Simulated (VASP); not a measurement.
# Ca: response to an epitaxial strain

Ca, Cmce (no. 64), 8 atoms in the cell. PBE, relaxations at fixed in-plane lattice; PAW potentials Ca_sv (PBE set).

## Input

INCAR.step1:
```
PREC     = Accurate       # precision mode
ENCUT    = 350            # plane-wave cutoff, eV
EDIFF    = 1E-7           # SCF threshold, eV
ISMEAR   = 1              # smearing method
SIGMA    = 0.1            # smearing width, eV
LREAL    = False          # projectors in reciprocal space
LASPH    = True           # aspherical terms in the spheres
NELM     = 100            # most SCF steps
ALGO     = Normal         # electronic algorithm
LWAVE    = False          # write WAVECAR
LCHARG   = False          # write CHGCAR
IBRION   = 2              # ionic algorithm
NSW      = 40             # ionic steps
ISIF     = 3              # what is computed and relaxed
EDIFFG   = -0.01          # ionic threshold
POTIM    = 0.5            # step
KPAR     = 8             
```

INCAR.step2, as INCAR.step1 but for:
```
+ LATTICE_CONSTRAINTS = .FALSE. .FALSE. .TRUE.
```

KPOINTS:
```
k-points
0
Gamma
  4 4 4
```

POSCAR.step1:
```
Ca
1.0
    6.9259314000      0.0000000000      0.0000000000
    0.0000000000      7.3389830200      0.0000000000
    0.0000000000      0.0000000000      7.0091196500
Ca
8
Direct
    0.5000000000      0.8382105400      0.3034858900
    0.5000000000      0.1617894600      0.6965141100
    0.5000000000      0.6617894600      0.8034858900
    0.5000000000      0.3382105400      0.1965141100
    0.0000000000      0.3382105400      0.3034858900
    0.0000000000      0.6617894600      0.6965141100
    0.0000000000      0.1617894600      0.8034858900
    0.0000000000      0.8382105400      0.1965141100
```

POSCAR.step2:
```
Ca
1.0
    6.4448590788      0.0000000000      0.0000000000
    0.0000000000      6.4442426032      0.0000000000
    0.0000000000      0.0000000000      8.1198407402
Ca
8
Direct
    0.5000000000      0.7499303636      0.3751076065
    0.5000000000      0.2500696364      0.6248923935
    0.5000000000      0.7500696364      0.8751076065
    0.5000000000      0.2499303636      0.1248923935
    0.0000000000      0.2499303636      0.3751076065
    0.0000000000      0.7500696364      0.6248923935
    0.0000000000      0.2500696364      0.8751076065
    0.0000000000      0.7499303636      0.1248923935
```

POSCAR.step3:
```
Ca
1.0
    6.3159618973      0.0000000000      0.0000000000
    0.0000000000      6.3153577511      0.0000000000
    0.0000000000      0.0000000000      8.1198407402
Ca
8
Direct
    0.5000000000      0.7499303636      0.3751076065
    0.5000000000      0.2500696364      0.6248923935
    0.5000000000      0.7500696364      0.8751076065
    0.5000000000      0.2499303636      0.1248923935
    0.0000000000      0.2499303636      0.3751076065
    0.0000000000      0.7500696364      0.6248923935
    0.0000000000      0.2500696364      0.8751076065
    0.0000000000      0.7499303636      0.1248923935
```

POSCAR.step4:
```
Ca
1.0
    6.3804104881      0.0000000000      0.0000000000
    0.0000000000      6.3798001771      0.0000000000
    0.0000000000      0.0000000000      8.1198407402
Ca
8
Direct
    0.5000000000      0.7499303636      0.3751076065
    0.5000000000      0.2500696364      0.6248923935
    0.5000000000      0.7500696364      0.8751076065
    0.5000000000      0.2499303636      0.1248923935
    0.0000000000      0.2499303636      0.3751076065
    0.0000000000      0.7500696364      0.6248923935
    0.0000000000      0.2500696364      0.8751076065
    0.0000000000      0.7499303636      0.1248923935
```

POSCAR.step5:
```
Ca
1.0
    6.5093076696      0.0000000000      0.0000000000
    0.0000000000      6.5086850292      0.0000000000
    0.0000000000      0.0000000000      8.1198407402
Ca
8
Direct
    0.5000000000      0.7499303636      0.3751076065
    0.5000000000      0.2500696364      0.6248923935
    0.5000000000      0.7500696364      0.8751076065
    0.5000000000      0.2499303636      0.1248923935
    0.0000000000      0.2499303636      0.3751076065
    0.0000000000      0.7500696364      0.6248923935
    0.0000000000      0.2500696364      0.8751076065
    0.0000000000      0.7499303636      0.1248923935
```

POSCAR.step6:
```
Ca
1.0
    6.5737562604      0.0000000000      0.0000000000
    0.0000000000      6.5731274552      0.0000000000
    0.0000000000      0.0000000000      8.1198407402
Ca
8
Direct
    0.5000000000      0.7499303636      0.3751076065
    0.5000000000      0.2500696364      0.6248923935
    0.5000000000      0.7500696364      0.8751076065
    0.5000000000      0.2499303636      0.1248923935
    0.0000000000      0.2499303636      0.3751076065
    0.0000000000      0.7500696364      0.6248923935
    0.0000000000      0.2500696364      0.8751076065
    0.0000000000      0.7499303636      0.1248923935
```

Commands (each step's output is kept before the next begins):
```
cat potpaw_PBE.64/Ca_sv/POTCAR > POTCAR
cp INCAR.step1 INCAR
cp POSCAR.step1 POSCAR
mpirun -np 8 vasp_std > vasp.out
# POSCAR: the relaxed cell with a and b scaled by 1
cp INCAR.step2 INCAR
cp POSCAR.step2 POSCAR
mpirun -np 8 vasp_std > vasp.out
# POSCAR: the relaxed cell with a and b scaled by 0.98
cp POSCAR.step3 POSCAR
mpirun -np 8 vasp_std > vasp.out
# POSCAR: the relaxed cell with a and b scaled by 0.99
cp POSCAR.step4 POSCAR
mpirun -np 8 vasp_std > vasp.out
# POSCAR: the relaxed cell with a and b scaled by 1.01
cp POSCAR.step5 POSCAR
mpirun -np 8 vasp_std > vasp.out
# POSCAR: the relaxed cell with a and b scaled by 1.02
cp POSCAR.step6 POSCAR
mpirun -np 8 vasp_std > vasp.out
```

## Result

- d ln c / d ln a, c relaxed at each in-plane lattice: -0.73
- Biaxial modulus (GPa): 30

Cells held at set in-plane strains, c relaxed:

| In-plane strain (%) | c (Å) | In-plane stress (GPa, compression positive) | Energy (meV/atom) |
|---|---|---|---|
| -2.0 | 8.2638 | 0.54 | 3.8 |
| -1.0 | 8.1890 | 0.27 | 1.0 |
| 0.0 | 8.1265 | -0.05 | 0.0 |
| 1.0 | 8.0800 | -0.37 | 0.8 |
| 2.0 | 8.0204 | -0.66 | 3.1 |

Limits: a metal's c can move with the k mesh, which wasn't varied here.

VASP 6.6.1 took 2573 s on 8 cores (Intel Xeon Platinum 8259CL @ 2.50GHz (Skylake/Cascade Lake)), a shared host.
